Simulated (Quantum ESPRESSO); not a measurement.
HfN, 2 atoms in the cell. It takes space group Fm-3m (No. 225, cubic). The conventional cell has a = 4.512 Å, b = 4.512 Å, c = 4.512 Å, α = 90.00°, β = 90.00°, γ = 90.00°. Hf (site symmetry m-3m) has 6 N at 2.26 Å as nearest neighbours. N (site symmetry m-3m) has 6 Hf at 2.26 Å as nearest neighbours. 

| Item | Value |
| --- | --- |
| Program | Quantum ESPRESSO 7.5 |
| Task | phonons |
| Functional | vdW-DF-cx |
| Potentials or basis | GBRV 1.5 PBE |
| Cutoff | 612 eV |
| Density cutoff | 4898 eV |
| k mesh | 8 × 8 × 8 |
| Occupations | cold, width 0.2 eV |
| Spin | no spin polarisation |
| Mixing beta | 0.5 |
| Most SCF iterations | 120 |
| SCF threshold | 4e-10 Ry |

Potentials or basis: GBRV 1.5 PBE.

Command:

```console
$ OMP_NUM_THREADS=1 pw.x -in pw.in > pw.out
$ OMP_NUM_THREADS=1 pw.x -in relax.in > relax.out
$ OMP_NUM_THREADS=1 pw.x -in scf2.in > scf2.out
$ OMP_NUM_THREADS=1 ph.x -in ph.in > ph.out
$ OMP_NUM_THREADS=1 dynmat.x -in dynmat.in > dynmat.out
```

Hardware: 1 thread of Intel(R) Xeon(R) 6975P-C (Granite Rapids) (shared host).

Question: Estimate the wall time of this run.

Answer: It took 5.5 min on 1 thread of Intel(R) Xeon(R) 6975P-C (Granite Rapids), with other jobs on the host, peak memory 0.18 GiB. Counts: scf iterations 51, k pools 1, bands 15, ion steps 4, k points 29, g dense 17933.
